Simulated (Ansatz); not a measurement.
## Ga, one cell by several methods

```
Ga
1.0
     1.40120   -4.07949    0.00000
     1.40120    4.07949    0.00000
    -0.11900    0.00000    3.37375
Ga
2
Direct
  0.86900 0.13100 0.25000
  0.13100 0.86900 0.75000
```

Atom numbers follow the list: Ga1, Ga2.

The conventional cell has a = 2.802 Å, b = 8.159 Å, c = 3.376 Å, α = 90.00°, β = 92.02°, γ = 90.00°. Ga (atom 1) has 8 Ga at 2.72 to 2.96 Å as nearest neighbours.

The cell is a measured one (Crystallography Open Database entry 9011089); the temperature and pressure of the measurement aren't taken into account, and nothing was relaxed. The listed cell was then made from it by scaling, straining or moving an atom.

Levels of theory: DFT, PBE, PAW with Ansatz's default frozen-core files, scalar-relativistic (Ansatz 0.2.0); DFT, PBE, all-electron PAW with datasets made for the crystal, scalar-relativistic (Ansatz 0.2.0); DFT, PBE, all-electron LAPW, scalar-relativistic (Ansatz 0.2.0).

For PAW: a Γ-centred 14×14×11 k mesh, Fermi–Dirac smearing of 0.03 eV, cutoff 420 eV, no spin polarisation. The crystal-made all-electron datasets (AE datasets) take a cutoff of 240 eV at this cell. LAPW targets a basis error of 0.5 meV/atom. The Ansatz runs share mesh, smearing and spin set-up. Plane-wave (PAW) pressures include the program's estimate of the Pulay term.

Stress and pressure are positive in compression.

The change that made this cell: volume scaled by 1.04.

| quantity | PAW | AE datasets | LAPW |
| --- | --- | --- | --- |
| pressure (GPa) | -0.31 | -0.29 | -0.29 |
| stress xx (GPa) | -0.27 | -0.25 | -0.25 |
| stress yy (GPa) | -0.20 | -0.18 | -0.18 |
| stress zz (GPa) | -0.46 | -0.44 | -0.44 |
| stress xz (GPa) | -0.05 | -0.05 | -0.05 |
| force on Ga1, y (eV/Å) | 0.167 | 0.167 | 0.167 |

PAW's pressure differs from the LAPW value by -0.02 GPa.
